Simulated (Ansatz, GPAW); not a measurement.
# An Al chain with two P atoms in line: transmission at several levels

Aim: T(E), conductance and thermopower of an Al chain with two P atoms in line, and what cheaper settings cost in accuracy.

Calculated with GPAW 26.7.0 and Ansatz 0.2.0; Ansatz plane waves; Landauer transmission by layers, zero bias, in the first sound run; inputs show where later runs differ.

## (1) Starting point

The cell holds 14 atoms: 12 Al and 2 P. Its edges and angles: a = 9.000 Å, b = 9.000 Å, c = 32.776 Å, α = 90.0°, β = 90.0°, γ = 90.0°. Regions: left lead, 6 atoms (6 Al); channel, 2 atoms (2 P); right lead, 6 atoms (6 Al). Vacuum lies along a and b. The structure is stacked along c, and the current runs across the ab planes.

## (2) Plane-wave reference (PBE)

A plane-wave run comes first: its basis does not favour the atoms, so it serves as the reference for the orbital bases.

input.yaml

```yaml
crystal:
  lattice:
    - [9.0, 0.0, 0.0]
    - [0.0, 9.0, 0.0]
    - [0.0, 0.0, 32.7756]
  atoms:
    - { symbol: Al, position: [0.5, 0.5, 0.0366126021] }
    - { symbol: Al, position: [0.5, 0.5, 0.1098378062] }
    - { symbol: Al, position: [0.5, 0.5, 0.1830630103] }
    - { symbol: Al, position: [0.5, 0.5, 0.2562882144] }
    - { symbol: Al, position: [0.5, 0.5, 0.3295134185] }
    - { symbol: Al, position: [0.5, 0.5, 0.4027386226] }
    - { symbol: P, position: [0.5, 0.5, 0.4688792883] }
    - { symbol: P, position: [0.5, 0.5, 0.5311207117] }
    - { symbol: Al, position: [0.5, 0.5, 0.5972613774] }
    - { symbol: Al, position: [0.5, 0.5, 0.6704865815] }
    - { symbol: Al, position: [0.5, 0.5, 0.7437117856] }
    - { symbol: Al, position: [0.5, 0.5, 0.8169369897] }
    - { symbol: Al, position: [0.5, 0.5, 0.8901621938] }
    - { symbol: Al, position: [0.5, 0.5, 0.9633873979] }
kpoints:
  mp_grid: { grid: [1, 1, 3] }
hamiltonian:
  xc: pbe
scf:
  occupations: { method: fermi_dirac, width: 0.1 }
output:
  transmission:
    leads: [[0, 1]]
    e_range: [-2, 2]
    de: 0.05
    kmesh: [1, 1]
    reduced_basis: true
  write_potential: true
  write_density: true
  volumetric_format: npy
```

Command:

```console
ansatz run input.yaml --threads 2 --pin off --max-ram 4096MiB --backend cpu --events-out ev --progress --plain --runs-dir out
```

Numbers of over 12 decimals in the logs are rounded to 6 here.

The program printed:

```text
Engine: ansatz 0.2.0, x86_64-unknown-linux-gnu
Pseudopotentials: kind: paw
Pseudopotential: Al, paw, valence charge 3, recommended cutoff 420 eV (normal), Al.paw.azcp
Pseudopotential: P, paw, valence charge 5, recommended cutoff 420 eV (normal), P.paw.azcp
Functional definition: PBE
  parameter kappa = 0.804
  parameter beta = 0.066725
  exchange = pbe_x(kappa = kappa, mu = beta*pi^2/3)
  correlation = pbe_c(beta = beta)
Crystal: 14 atoms, lattice volume = 2654.824 Å³
Basis set: ecut = 420 eV, 51841 PW (Γ)
Bands: 37, of which v1, the nominal top of the filled ones, is band 23 counted from 1 (22 counted from 0)
Symmetry: 16 space group operations
Space group: P4/mmm (ITA 123), of the structure as read, at distance tolerance 1.4e-4 Å
k-points: 2 of 3
Non-local potential: Al, projectors of the file, l = 0: 2, l = 1: 2, l = 2: 1
Non-local potential: P, projectors of the file, l = 0: 2, l = 1: 2, l = 2: 2
PAW form: soft (Blöchl's): semilocal exchange-correlation on the pseudo side does not see the compensation charge
PAW one-centre angular grid: Al, 110 points (default); XC on 64 Gauss nodes
PAW one-centre angular grid: P, 110 points (default); XC on 64 Gauss nodes
Initial density: superposition of atomic densities (neutral atoms: chi_scale 0, normalization atom), corrected by the library's trained network
Initial wavefunctions: pseudopotential atomic-orbital guess
Functional: x = pbe(κ = 0.804, μ = 0.219515), c = pbe(β = 0.066725)
SCF iter   1: F=—  HF=-7936.670251 eV  |F-HF|=—  |Δ(HF+E_count)|=         —  Δρ=1.99e-3  dr2=3.06e-1  ethr=1.77e-3  ⟨swp⟩=8.0  Hψ=450  notcnv=0
preconditioner: auto → LDOS  [metal: Δε(μ)=0.118 eV  Ē_g=4.064 eV  σ=0.100 eV  W_gap=0.27  n_scr=110 (ndim 8)  ℏωp=4.7 eV  f_vac=0.627  D(μ)=17.02/eV (n_scr^D=66)  β→1.0]
SCF iter   2: F=—  HF=-7936.644586 eV  |F-HF|=—  |Δ(HF+E_count)|=   2.57e-2  Δρ=6.55e-4  dr2=4.24e-2  ethr=6.66e-4  ⟨swp⟩=3.0  Hψ=165  notcnv=0
SCF iter   3: F=—  HF=-7936.644635 eV  |F-HF|=—  |Δ(HF+E_count)|=   4.91e-5  Δρ=2.27e-4  dr2=5.17e-3  ethr=9.22e-5  ⟨swp⟩=2.0  Hψ=107  notcnv=0
SCF iter   4: F=—  HF=-7936.644619 eV  |F-HF|=—  |Δ(HF+E_count)|=   1.68e-5  Δρ=1.15e-4  dr2=1.32e-3  ethr=1.12e-5  ⟨swp⟩=2.0  Hψ=124  notcnv=0
SCF iter   5: F=—  HF=-7936.644479 eV  |F-HF|=—  |Δ(HF+E_count)|=   1.39e-4  Δρ=4.32e-5  dr2=1.86e-4  ethr=2.87e-6  ⟨swp⟩=2.5  Hψ=120  notcnv=0
SCF iter   6: F=—  HF=-7936.644476 eV  |F-HF|=—  |Δ(HF+E_count)|=   3.66e-6  Δρ=2.53e-5  dr2=4.46e-5  ethr=4.04e-7  ⟨swp⟩=2.5  Hψ=121  notcnv=0
SCF iter   7: F=—  HF=-7936.644480 eV  |F-HF|=—  |Δ(HF+E_count)|=   4.02e-6  Δρ=6.47e-6  dr2=2.71e-6  ethr=9.71e-8  ⟨swp⟩=2.5  Hψ=134  notcnv=0
SCF iter   8: F=—  HF=-7936.644481 eV  |F-HF|=—  |Δ(HF+E_count)|=   1.60e-6  Δρ=1.83e-6  dr2=2.52e-7  ethr=5.90e-9  ⟨swp⟩=2.0  Hψ=122  notcnv=0
SCF iter   9: F=-7936.644481 eV  HF=-7936.644481 eV  |F-HF|=2.92e-8  |Δ(HF+E_count)|=   5.20e-8  Δρ=6.30e-7  dr2=4.67e-8  ethr=2.17e-10  ⟨swp⟩=8.5  Hψ=271  notcnv=0
SCF 1 converged in 9 iterations: F = -7936.644481 eV  dr2 = 4.67e-8
  greatest PAW one-centre occupation: 0.777 electrons in one spin orbital (limit 2), on the P atom at site 7 (counted from 0), in its partial waves of l = 0
transmission: 41 of 246 steps passed
transmission: 82 of 246 steps passed
[...]
transmission: 246 of 246 steps passed
WARN: The output density's exchange-correlation potential varies sharply where the density is thin. Do not read a vacuum level from v_tot or v_xc, or from such a field of the output density. On a cell that repeats whose density bears no net charge and no dipole along the vacuum's axis use v_es (v_loc + v_h of the components); under efield.dipole_correction with no amplitude use v_es + v_field, which holds any externa [...]
SCF converged after 9 iterations
Free energy (F): -7936.644481 eV
Harris-Foulkes:  -7936.644481 eV  (|F-HF|=2.92e-8)
Internal energy: -7936.051489 eV  (E = F + TS)
E sigma→0 (E₀):  -7936.347985 eV
Entropy (-TS):   -0.592992 eV (-42.357 meV/atom)
Fermi energy:    -3.181421 eV
--- Per-component energies (eV) ---
  E_band       = -313.052780
  E_kinetic    = 367.945342
  E_local      = -1967.002422  (includes V_loc(G=0)·N_el)
  E_nonlocal   = 201.208611
  E_hartree    = 781.138157
  E_xc         = -561.905764
  E_vxc        = -417.160863  (∫ρ·V_xc dr)
  E_paw        = -6747.986363  (= ΣΔE_a)
  E_vpaw       = -60.319196  (= ΣTr[D̂ρ^β])
  E_aug_tail   = -0.000019  (compensation charges beyond the density's cutoff)
  E_ewald      = -9.449032
  E_smearing   = -0.592992  (= −TS)
  E_closure    = 0.000000  (closes the sum)
  Σ components = -7936.644481   (vs F -7936.644481, Δ=0.00e0)
--- Band table (eV) ---
  k-point 0: bands = [... 19 lower, -3.5616, -3.3479, -3.3479, -3.2751, -3.2751, -2.9388, -2.8150, -2.8150, ... 10 higher]
  k-point 1: bands = [... 19 lower, -3.5356, -3.4326, -3.4326, -3.1593, -3.1593, -2.9519, -2.9519, -2.8520, ... 10 higher]
--- Transmission ---
  basis      : 717 plane waves across, 41 finite elements along
  points     : 1, standing for a mesh of 1 x 1
  energies   : 81 from -2.000000 to 2.000000 eV about the Fermi level, 0.050000 eV apart; the leads are filled to 0.000000 eV, and channels, transmission and decay are at 0.000000 eV
  crystal 0  : Al1, at the sites [0, 1], period 2.4000 Å, over 28.80 Å; its Hamiltonian steps by up to 20.4 meV
    offset         : up to 0.0000 Å between an atom of the period and one for which it stands
    channels       : 2.000000e0 a spin
    conductance    : none, the energies end too early or step too widely for 300 K: set another output.transmission.e_range or a lower de, or, where they end at an eighth of basis.ecutwfc, a higher one
  junction   : crystal 0 to crystal 0, 0.70 to 31.07 Å
    transmission   : 1.523411e0 a spin
    error estimate : 1.077867e-4 a spin from the reduction of the transverse basis, at the most 2.186361e-4 at -0.350000 eV
    conductance    : none, the energies end too early or step too widely for 300 K: set another output.transmission.e_range or a lower de, or, where they end at an eighth of basis.ecutwfc, a higher one
```

It took 4.1 min on 2 threads of AMD EPYC 7R43, shared host; peak memory 2 GiB.

Numbers from this step:

```
free energy                                             : -7936.6445 eV
smearing term TS                                        : 0.5930 eV
symmetry operations                                     : 16
lead level                                              : 0 eV from the Fermi level
transmission at the Fermi level (one spin)              : 1.523
open channels of the lead at the Fermi level (one spin) : 2
step of the potential along the lead                    : 20.4 meV
offset of the lead                                      : 0 Å
```

One spin. Transmission, zone mean against energy, zero at the Fermi level:

```tsv
energy (eV)	transmission, zone mean
-2.000	0.109
-1.800	0.0833
-1.600	0.0547
-1.400	0.0230
-1.200	0
-1.000	0
-0.800	0
-0.600	0
-0.400	0.250
-0.200	1.40
-0.050	1.53
0.000	1.52
0.200	1.35
0.400	1.13
0.600	1.01
0.800	0.962
1.000	1.78
1.200	1.95
1.400	1.96
1.600	1.97
1.800	1.98
2.000	2.01
```

One spin. The open channels, zone mean by energy, zero at the Fermi level:

```tsv
energy (eV)	open channels, zone mean
-2.00	1
-1.90	1
-1.80	1
-1.70	1
-1.55	1
-1.45	1
-1.35	1
-1.25	0
-1.15	0
-1.05	0
-0.90	0
-0.80	0
-0.70	0
-0.60	0
-0.50	0
-0.40	2
-0.25	2
-0.15	2
-0.05	2
0.00	2
0.05	2
0.15	2
0.25	2
0.40	2
0.50	2
0.60	2
0.70	2
0.80	2
0.90	3
1.05	3
1.15	3
1.25	3
1.35	3
1.45	3
1.55	3
1.70	3
1.80	3
1.90	3
2.00	3
```

Crystal 0, spin -, k parallel (0, 0); distinct values, listed up to 1.5 1/Å. The Im kz of the slowest decaying states by energy, zero at the Fermi level:

```tsv
energy (eV)	decay 1 (Å⁻¹)	decay 2 (Å⁻¹)	decay 3 (Å⁻¹)	decay 4 (Å⁻¹)
-2.0000	0.670	1.15	1.26	1.33
-1.7500	0.615	1.12	1.24	1.31
-1.5000	0.555	1.09	1.21	1.28
-1.2500	0.0247	0.487	1.06	1.18
-1.0000	0.0823	0.409	1.03	1.15
-0.7500	0.105	0.311	0.999	1.12
-0.5000	0.117	0.162	0.966	1.09
-0.2500	0.121	0.931	1.06	1.15
0.0000	0.118	0.895	1.03	1.12
0.2500	0.109	0.858	1.00	1.09
0.5000	0.0914	0.819	0.967	1.06
0.7500	0.0587	0.778	0.933	1.03
1.0000	0.734	0.897	0.995	1.08
1.2500	0.688	0.860	0.961	1.05
1.5000	0.638	0.820	0.926	1.02
1.7500	0.584	0.779	0.890	0.986
2.0000	0.524	0.736	0.852	0.952
```

Crystal 0, spin -, k parallel (0, 0). The Re kz of states that move upwards by energy, zero at the Fermi level:

```tsv
energy (eV)	channel 1 (Å⁻¹)	channel 2 (Å⁻¹)	channel 3 (Å⁻¹)
-2.000	1.14	-	-
-1.800	1.17	-	-
-1.600	1.20	-	-
-1.400	1.25	-	-
-1.200	-	-	-
-1.000	-	-	-
-0.800	-	-	-
-0.600	-	-	-
-0.400	0.0432	0.0432	-
-0.200	0.241	0.241	-
0.000	0.338	0.338	-
0.200	0.413	0.413	-
0.400	0.477	0.477	-
0.600	0.532	0.532	-
0.800	0.583	0.583	-
1.000	-1.26	0.629	0.629
1.200	-1.22	0.673	0.673
1.400	-1.18	0.713	0.713
1.600	-1.16	0.752	0.752
1.800	-1.13	0.788	0.788
2.000	-1.11	0.823	0.823
```

The electrostatic potential energy of an electron (with the applied field's), less the Fermi level, planar mean oscillates, so the rows of the table below give means over windows of 2.4 Å about each position, cut where the curve ends. Its maxima inside the range that stand out by 2 % of the span (Å: eV): 2.3: 3.83, 4.8: 3.84, 7.1: 3.87, 9.6: 3.87, 12.1: 3.85, 14.4: 4.24, 16.5: 4.40, 18.4: 4.24, 20.7: 3.85, 23.2: 3.87, 25.6: 3.87, 28.0: 3.84, 30.4: 3.83. Its minima: 1.2: 3.04, 3.6: 3.04, 6.0: 3.05, 8.4: 3.08, 10.8: 3.04, 13.1: 3.20, 15.4: 3.03, 17.3: 3.03, 19.7: 3.20, 22.0: 3.04, 24.3: 3.08, 26.8: 3.05, 29.1: 3.04, 31.6: 3.04.

Electrostatic potential energy of an electron (with the applied field's), less the Fermi level, planar mean against z; means over each step:

z (Å), electrostatic potential energy of an electron (with the applied field's), less the Fermi level, planar mean (eV) and a bar from the least value:
```
     1.20       3.38 #######
     3.60       3.38 #######
     6.00       3.40 ########
     8.40       3.42 #########
    10.80       3.38 #######
    13.20       3.57 ##################
    15.60       3.78 ##############################
    18.00       3.64 ######################
    20.40       3.45 ###########
    22.80       3.40 ########
    25.20       3.42 #########
    27.60       3.39 ########
    30.00       3.38 #######
    32.40       3.26
```

The valence density, planar mean oscillates, so the rows of the table below give means over windows of 2.48 Å about each position, cut where the curve ends. Its maxima inside the range that stand out by 2 % of the span (Å: e/Å³): 2.5: 0.0176, 5.0: 0.0176, 7.3: 0.0177, 9.8: 0.0177, 12.2: 0.0172, 15.0: 0.0350, 17.8: 0.0350, 20.5: 0.0172, 23.0: 0.0177, 25.5: 0.0177, 27.8: 0.0176, 30.3: 0.0176. Its minima: 1.2: 0.0126, 3.6: 0.0126, 6.0: 0.0126, 8.4: 0.0128, 10.9: 0.0125, 13.3: 0.0120, 16.5: 0.0268, 19.5: 0.0120, 21.9: 0.0125, 24.3: 0.0128, 26.8: 0.0126, 29.1: 0.0126, 31.6: 0.0126.

The valence density, planar mean by z; means over each step:

```tsv
z (Å)	valence density, planar mean (e/Å³)
1.24	0.0155
3.72	0.0155
6.20	0.0155
8.68	0.0156
11.16	0.0152
13.64	0.0182
16.12	0.0309
18.60	0.0222
21.08	0.0150
23.56	0.0155
26.04	0.0154
28.52	0.0154
31.00	0.0154
```

T at the Fermi level is 1.52 of 2 open channels a spin.

## (3) GPAW, dzp

The script solves lead and junction separately, takes H and S in the orbital basis, and joins semi-infinite leads through their self-energies; the dzp basis is the working standard.

This step: GPAW LCAO, PAW setups; Landauer transmission from Green's functions with principal layers (ASE), zero bias (GPAW 26.7.0).

run.py

```python
import json
import numpy as np
from ase import Atoms
from ase.transport.calculators import TransportCalculator
from gpaw import GPAW, FermiDirac
from gpaw.lcao.tools import get_lcao_hamiltonian
from scipy.linalg import eigh

# The junction with lead layers at both ends, along the third cell vector
device = Atoms(
    ['Al', 'Al', 'Al', 'Al', 'Al', 'Al', 'P', 'P', 'Al', 'Al', 'Al', 'Al', 'Al', 'Al'],
    positions=[
        [4.50000, 4.50000, 1.20000],
        [4.50000, 4.50000, 3.60000],
        [4.50000, 4.50000, 6.00000],
        [4.50000, 4.50000, 8.40000],
        [4.50000, 4.50000, 10.80000],
        [4.50000, 4.50000, 13.20000],
        [4.50000, 4.50000, 15.36780],
        [4.50000, 4.50000, 17.40780],
        [4.50000, 4.50000, 19.57560],
        [4.50000, 4.50000, 21.97560],
        [4.50000, 4.50000, 24.37560],
        [4.50000, 4.50000, 26.77560],
        [4.50000, 4.50000, 29.17560],
        [4.50000, 4.50000, 31.57560]],
    cell=[[9.0, 0.0, 0.0], [0.0, 9.0, 0.0], [0.0, 0.0, 32.7756]],
    pbc=True)

# One principal layer of the lead: the first 4 atoms of the device
lead = Atoms(
    ['Al', 'Al', 'Al', 'Al'],
    positions=[
        [4.50000, 4.50000, 1.20000],
        [4.50000, 4.50000, 3.60000],
        [4.50000, 4.50000, 6.00000],
        [4.50000, 4.50000, 8.40000]],
    cell=[[9.0, 0.0, 0.0], [0.0, 9.0, 0.0], [0.0, 0.0, 9.6]],
    pbc=True)

settings = dict(mode='lcao', basis='dzp', xc='PBE', h=0.2,
                occupations=FermiDirac(0.1), maxiter=250,
                mixer=dict(beta=0.1, nmaxold=8, weight=100.0),
                convergence=dict(density=0.0001))
energies = np.arange(-2, 2 + 1e-9, 0.05)
eta = 0.0001
n1, n2 = 1, 1
# k and -k transmit alike, so half of the mesh across the current serves
mesh = [(i, j) for i in range(n1) for j in range(n2) if (i, j) <= (-i % n1, -j % n2)]
weights = np.array([1 if (i, j) == (-i % n1, -j % n2) else 2 for i, j in mesh]) / (n1 * n2)

# [... helper functions left out ...]
fermi_lead = ground_state(lead, (1, 1, 12), 'lead.txt')
fermi_device = ground_state(device, (1, 1, 3), 'device.txt')
# [... loop over the mesh left out, but for ...]
        # Shift the lead onto the potential of the device's first layer
        shift = ((H[:, 0, 0] - H0[:, 0, 0]) / S0[0, 0]).real.mean()
# [...]
kT = 8.617333e-5 * 300
bias = [0.1, 0.2, 0.5, 1.0, 1.5, 2.0]
# [... integrals and printing left out ...]
```

Command:

```console
OMP_NUM_THREADS=1 OPENBLAS_NUM_THREADS=2 python run.py
```

The program printed:

```text
basis functions: device 182, principal layer 52
Fermi level: lead -3.1259 eV, device -3.2122 eV; lead shifted by -0.0078 eV
largest coupling past the next layer 1.29e-15 eV, largest misfit of the first layer 0.036 eV
  E-E_F (eV)   T (one spin)  [channel counts left out]
    -2.000    1.0379e-01
    -1.950    9.7627e-02
    -1.900    9.1296e-02
    -1.850    8.4800e-02
    -1.800    7.8133e-02
    -1.750    7.1291e-02
    -1.700    6.4265e-02
    -1.650    5.7044e-02
    -1.600    4.9611e-02
    -1.550    4.1945e-02
    -1.500    3.4021e-02
    -1.450    2.5807e-02
    -1.400    1.7264e-02
    -1.350    8.3461e-03
    -1.300    4.7309e-08
    -1.250    1.0884e-09
[...]
1.650    2.0249e+00
     1.700    2.0293e+00
     1.750    2.0347e+00
     1.800    2.0411e+00
     1.850    2.0484e+00
     1.900    2.0566e+00
     1.950    2.0655e+00
     2.000    2.0751e+00
conductance at 300 K: 1.4927 G0 a cell; thermopower 1.089 uV/K
current from the zero-bias T(E) at 0.1 V: 11.546 uA
current from the zero-bias T(E) at 0.2 V: 22.971 uA
current from the zero-bias T(E) at 0.5 V: 55.206 uA
current from the zero-bias T(E) at 1.0 V: 88.179 uA
current from the zero-bias T(E) at 1.5 V: 108.12 uA
current from the zero-bias T(E) at 2.0 V: 130.77 uA
```

The job ended after 2.4 min (2 threads; peak memory 1.1 GiB).

This step gave:

```
conductance                                    : 1.493 G₀
largest coupling past the next principal layer : 1.29e-15 eV
largest misfit of the first principal layer    : 0.03619 eV
shift that aligns the lead                     : -0.007805 eV
basis functions of the junction                : 182
basis functions of a principal layer           : 52
transmission at the Fermi level (one spin)     : 1.501
```

One spin. Transmission, zone mean against energy, zero at the Fermi level:

```tsv
energy (eV)	transmission, zone mean
-2.000	0.104
-1.800	0.0781
-1.600	0.0496
-1.400	0.0173
-1.200	2.8e-10
-1.000	2.4e-11
-0.800	8.8e-12
-0.600	1.5e-11
-0.400	0.121
-0.200	1.40
-0.050	1.51
0.000	1.50
0.200	1.35
0.400	1.15
0.600	1.03
0.800	0.989
1.000	1.73
1.200	1.99
1.400	2.01
1.600	2.02
1.800	2.04
2.000	2.08
```

Not self-consistent under bias; the bias window is split evenly. Current through one cell, from the zero-bias transmission against bias:

```tsv
bias (V)	current through one cell, from the zero-bias transmission (μA)
0.100	11.5
0.200	23.0
0.500	55.2
1.000	88.2
1.500	108
2.000	131
```

Table of transmission of the three most open eigenchannels by energy, zero at the Fermi level:

```tsv
energy (eV)	channel 1	channel 2	channel 3
-2.00	0.104	0	0
-1.85	0.0848	0	0
-1.70	0.0643	0	0
-1.60	0.0496	0	0
-1.45	0.0258	0	0
-1.30	4.7e-8	0	0
-1.15	1.2e-10	0	0
-1.05	3.6e-11	0	0
-0.90	1.3e-11	0	0
-0.75	7.0e-12	0	0
-0.60	5.3e-12	4.6e-12	4.6e-12
-0.50	3.3e-10	3.3e-10	5.2e-12
-0.35	0.403	0.403	6.3e-12
-0.20	0.699	0.699	1.0e-11
-0.05	0.753	0.753	2.5e-11
0.00	0.750	0.750	3.8e-11
0.05	0.740	0.740	6.1e-11
0.20	0.677	0.677	6.1e-10
0.35	0.599	0.599	4.8e-9
0.50	0.540	0.540	8.4e-10
0.60	0.515	0.515	9.4e-10
0.75	0.497	0.497	3.4e-9
0.90	0.494	0.494	5.9e-7
1.05	0.865	0.497	0.497
1.15	0.965	0.500	0.500
1.30	0.998	0.504	0.504
1.45	0.996	0.510	0.510
1.60	0.987	0.517	0.517
1.70	0.981	0.524	0.524
1.85	0.973	0.537	0.537
2.00	0.968	0.554	0.554
```

At the Fermi level T is 1.50 against 1.52 in plane waves. Couplings past the next layer reach 1.3e-15 eV, small enough to drop; the matrix elements of the cell's first layer differ from the bulk lead's by up to 0.036 eV. That layer keeps its own values in the calculation, and only beyond it is the lead taken as perfect. The Fermi levels of lead and junction count from different zeros of potential, one for each periodic cell; with both set to zero, the small remaining shift is what aligns them. By hand: G = 1.493 × 77.48 μS = 116 μS, a resistance of 8.65 kΩ; at 0.1 V a linear junction would pass 11.6 μA, and the integral over the bias window gives 11.5 μA.

[end of part 1 of 2]

[Logs are printed without paths, hosts, clocks, repeated set-up lines and the standing remarks that a program may print on its own settings, such as how far it seeks lower states.]

[Hosts, paths, dates, database ids (printed as entryN), source tags and the programs' standing remarks are cut or masked in the printed files.]
